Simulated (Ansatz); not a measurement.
Input of an Ansatz 0.2.0 run:

input.yaml

```yaml
crystal:
  lattice:
    - [0.0, 2.3712425216, 2.3712425216]
    - [2.3712425216, 0.0, 2.3712425216]
    - [2.3712425216, 2.3712425216, 0.0]
  atoms:
    - { symbol: Sb, position: [0.0, 0.0, 0.0] }
hamiltonian:
  xc: pbe
  pseudopotentials: { kind: paw }
  dispersion: d3bj
kpoints:
  mp_grid: { grid: [10, 10, 10] }
scf:
  occupations: { method: fermi_dirac, width: 0.05 }
output:
  forces: true
  stress: true
  eigenvalues: true
relax:
  f_tol: 0.01
  max_steps: 40
  cell: { stress_tol: 0.05 }
```

Potentials or basis: Ansatz PAW.

Launch:

```bash
$ ansatz run input.yaml --threads 2 --pin off --max-ram 5632MiB --backend cpu --events-out ev --progress --plain --runs-dir out
```

(1) What does it give for the relaxed volume?

(2) Predict the space group after relaxing (to 0.05 Å).

(3) Predict the relaxed cell.

(4) Predict the band gap on the k mesh.

Results:

(1) 26.09 Å³/atom.

(2) Fm-3m (No. 225).

(3) a = 3.329 Å, b = 3.329 Å, c = 3.329 Å, α = 60.00°, β = 60.00°, γ = 60.00°.

(4) none (metal or under the smearing width).

Caveat: pairwise dispersion overbinds metals, which lowers pressure and volume.
